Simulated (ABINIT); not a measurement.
# Quasiparticle gap of InP (F-43m) in ABINIT, part 3 of 3

Wanted: ground state, empty states, screening and self-energy for InP (F-43m).

ABINIT 10.8.3; PBE and many-body steps on it, plane waves. Known limits of the many-body steps: not at the basis limit; mesh may overstate the screening; no spin-orbit coupling; coarse k mesh.

So far. Step 4 (Empty states on the mesh, 4×4×4 mesh, 102 bands): On this mesh the gap is 0.709 eV. Step 5 (Screening, 4×4×4 mesh, 94 bands, screening to 136.1 eV): Local fields lower ε∞ by 5 %. On a Γ-centred mesh this coarse the value itself is usually too large, while a short band sum pulls it down.

The database entry behind the starting cell differs from later determinations by our own check (0.1 to 0.3 % short, probably kX units), so it need not match the best structure at ambient conditions.

## 6. Self-energy, 4×4×4 mesh, 94 bands, screening to 136.1 eV

The self-energy is evaluated for the states that the input lists, and the levels follow from it, in one-shot runs by the linearised quasiparticle equation.

This step: G0W0 on PBE, plane waves, norm-conserving pseudopotentials.

File run.abi:

```
acell 3*1.0 Angstrom
rprim 
  0.000000000000 2.930500000000 2.930500000000
  2.930500000000 -0.000000000000 2.930500000000
  2.930500000000 2.930500000000 0.000000000000
ntypat 2
znucl 49 15
natom 2
typat 1 2
xred 
  0.000000000000 0.000000000000 0.000000000000
  0.250000000000 0.250000000000 0.250000000000
pp_dirpath "pseudos"
pseudos "In.upf, P.upf"
ecut 33
ngkpt 4 4 4
nshiftk 1
shiftk 0 0 0
kptopt 1
chksymbreak 0
istwfk *1
occopt 1
irdwfk 1
optdriver 4
nband 94
gwcalctyp 0
ecutsigx 33
symsigma 1
nkptgw 1
kptgw 
  0.0000000000 0.0000000000 0.0000000000
bdgw 
  11 17
ecuteps 5
irdscr 1
ppmodel 1
indata_prefix "in"
outdata_prefix "out"
tmpdata_prefix "tmp"
```

The run is started by

```console
$ OMP_NUM_THREADS=1 mpirun -n 8 abinit run.abi > log
```

Numbers of over 12 decimals in the logs are rounded to 6 here.

The program printed:

```text
.Version 10.8.3 of ABINIT. v10.8.2 released Aug 2026.

 Symmetries : space group F-4 3 m (#216); Bravais cF (face-center cubic)
[... echo of the input left out ...]
== DATASET  1 ==================================================================
-   mpi_nproc: 8, omp_nthreads: 1 (-1 if OMP is not activated)

--- !DatasetInfo
iteration_state: {dtset: 1, }
dimensions: {natom: 2, nkpt: 8, mband: 94, nsppol: 1, nspinor: 1, nspden: 1, mpw: 3119, }
cutoff_energies: {ecut:  33.0, pawecutdg:  -1.0, }
electrons: {nelect:   2.60000000E+01, charge:   0.00000000E+00, occopt:   1.00000000E+00, tsmear:   1.00000000E-02, }

 SIGMA: Calculation of the GW corrections

 Based on a program developped by R.W. Godby, V. Olevano, G. Onida, and L. Reining.
 Incorporated in ABINIT by V. Olevano, G.-M. Rignanese, and M. Torrent.
.Using double precision arithmetic ; gwpc =  8

[... cell and pseudopotentials left out ...]
--------------------------------------------------------------------------------

 ==== K-mesh for the wavefunctions ====
 Number of points in the irreducible wedge :     8
[... list of points left out ...]
 Together with 24 symmetry operations and time-reversal symmetry
 yields    64 points in the full Brillouin Zone.

 ==== Q-mesh for screening function ====
 Number of points in the irreducible wedge :     8
[... list of points left out ...]
 Together with 24 symmetry operations and time-reversal symmetry
 yields    64 points in the full Brillouin Zone.

 vcoul_init : cutoff-mode = AUXILIARY_FUNCTION
 q-points for optical limit:   1
     1)      0.000010    0.000020    0.000030
 setmesh: FFT mesh size selected  =    45x   45x   45
          total number of points  =        91125

 Number of electrons calculated from density =   26.0000; Expected =   26.0000
 average of density, n =  0.076546
 r_s =    1.4610
 omega_plasma =   26.6880 [eV]

 === KS Band Gaps ===
  >>>> For spin  1
   Minimum direct gap =   0.7091 [eV], located at k-point      :   0.0000  0.0000  0.0000
   Fundamental gap    =   0.7091 [eV], Top of valence bands at :   0.0000  0.0000  0.0000
                                       Bottom of conduction at :   0.0000  0.0000  0.0000
 SIGMA fundamental parameters:
 PLASMON POLE MODEL  1
 number of plane-waves for SigmaX                 3119
 number of plane-waves for SigmaC and W            169
 number of plane-waves for wavefunctions          3119
 number of bands                                    94
 number of independent spin polarizations            1
 number of spinorial components                      1
 number of k-points in IBZ                           8
 number of q-points in IBZ                           8
 number of symmetry operations                      24
 number of k-points in BZ                           64
 number of q-points in BZ                           64
 number of frequencies for dSigma/dE                 9
 frequency step for dSigma/dE [eV]                0.25
 number of omega for Sigma on real axis              0
 max omega for Sigma on real axis  [eV]           0.00
 zcut for avoiding poles [eV]                     0.10

 EPSILON^-1 parameters (SCR file):
 dimension of the eps^-1 matrix on file            169
 dimension of the eps^-1 matrix used               169
 number of plane-waves for wavefunctions          3119
 number of bands                                    94
 number of q-points in IBZ                           8
 number of frequencies                               2
 number of real frequencies                          1
 number of imag frequencies                          1

 matrix elements of self-energy operator (all in [eV])

 Perturbative Calculation

--- !SelfEnergy_ee
iteration_state: {dtset: 1, }
kpoint     : [   0.000,    0.000,    0.000, ]
spin       : 1
KS_gap     :    0.709
QP_gap     :    1.368
Delta_QP_KS:    0.659
data: !SigmaeeData |
     Band     E0 <VxcDFT>   SigX SigC(E0)      Z dSigC/dE  Sig(E)    E-E0       E
       11   4.964 -12.923 -14.819   1.303   0.776  -0.288 -13.384  -0.461   4.504
       12   4.964 -12.923 -14.819   1.303   0.776  -0.288 -13.384  -0.461   4.504
       13   4.964 -12.923 -14.819   1.303   0.776  -0.288 -13.384  -0.461   4.504
       14   5.673 -11.725  -7.716  -3.758   0.791  -0.264 -11.527   0.198   5.872
       15   9.052 -10.790  -6.317  -4.152   0.795  -0.257 -10.535   0.255   9.307
       16   9.052 -10.790  -6.317  -4.152   0.795  -0.257 -10.535   0.255   9.307
       17   9.052 -10.790  -6.317  -4.152   0.795  -0.257 -10.535   0.255   9.307

== END DATASET(S) ==============================================================
================================================================================

 -outvars: echo values of variables after computation  --------
           etotal      0.0000000000E+00
            nband          94
             nkpt           8
          spgroup         216
 [... the other variables as echoed above ...]

 Calculation completed.
```

It took 2.9 s on 8 MPI ranks of AMD EPYC 9R45, shared host; peak memory 0.17 GiB.

This step gave:

* G0W0 gap on the points computed: 1.368 eV
* starting gap on the mesh: 0.7091 eV
* k of the valence top: 0, 0, 0
* k of the conduction bottom: 0, 0, 0
* Z at the valence top: 0.776
* Z at the conduction bottom: 0.791
* least direct G0W0 gap on the computed points: 1.368 eV

The gap on the mesh goes from 0.71 eV to 1.37 eV, a correction of +0.66 eV.

Limits: finite bands, cutoff and mesh; no spin-orbit coupling; coarse k mesh. v1 is the top filled band, c1 the lowest empty one. Levels before and after the correction, in eV, zero at the valence-band top of each column:

```csv
,conduction bottom,valence top
Kohn-Sham,0.71,0.00
G0W0,1.37,0.00
```

```csv
,level,energy (eV)
Kohn-Sham,Γ v3-v1,0.000
Kohn-Sham,Γ c1,0.709
Kohn-Sham,Γ c2-c4,4.087
G0W0,Γ v3-v1,0.000
G0W0,Γ c1,1.368
G0W0,Γ c2-c4,4.803
```

## 7. Where the time went

Times are wall times on 8 MPI ranks of AMD EPYC 9R45, shared host, good to a factor of about two.

| step | time | share | memory (GiB) |
| --- | --- | --- | --- |
| ground state | 4.7 s | 14 % | 0.68 |
| bands along the symmetry lines | 5.9 s | 18 % | 0.6 |
| empty states on the mesh | 12 s | 36 % | 4.6 |
| screening | 7.3 s | 22 % | 1.2 |
| self-energy | 2.9 s | 9 % | 0.17 |

## 8. Results

- PBE gap: 0.71 eV, direct
- G0W0 gap on the mesh: 1.37 eV
- GW settings: 4×4×4 mesh, 94 bands, screening to 136.1 eV, Godby-Needs plasmon pole
- known limits: not at the basis limit; mesh may overstate the screening; no spin-orbit coupling; coarse k mesh

In words: G0W0 moves the gap on the mesh from 0.71 eV to 1.37 eV (+0.66 eV), with Z of 0.78 and 0.79 at the edges. Local fields lower the RPA ε∞ on this mesh from 46.93 to 44.44; a Γ-centred mesh this coarse tends to raise both, most where the direct gap is narrow, while a short band sum lowers them. Only 1 of the mesh's irreducible points was corrected, so a valley elsewhere could overtake. The dearest step here is «empty states on the mesh». Bands and cutoff are finite, so the gap is not at the basis limit. The miss can reach some tenths of an eV and take either sign; the mesh is an error of its own. In the G0W0 run levels were corrected at 1 k point alone, so a gap called «on the mesh» is the least over those, and an edge elsewhere would be missed. The 4×4×4 mesh is coarse for this cell, which bears on the long-range parts of exchange and screening. The RPA ε∞ on this mesh reaches over 25; with a narrow direct gap a coarse mesh can overstate it, and the correction is then too small. The many-body steps are scalar-relativistic: spin-orbit coupling is not in them.

[Paths, hosts, dates, memory and timing lines, banners, echoed tables and standing remarks are left out of the program output.]

[Logs are printed without paths, hosts, clocks, repeated set-up lines and the standing remarks that a program may print on its own settings, such as how far it seeks lower states.]

[Runs of the session that timed out or met a known fault of the program may be left out.]

[Hosts, paths, dates, database ids (printed as entryN), source tags and the programs' standing remarks are cut or masked in the printed files.]

[G0W0 gaps are taken among the corrected bands and points alone; a level outside them can change the order at an edge.]

[Where Ansatz stands beside ABINIT at settings called matched, ABINIT's density can come from a denser mesh and the files from another edition; pairs whose starting gaps differed by over 0.03 eV were left out, so agreement reads better than it is.]
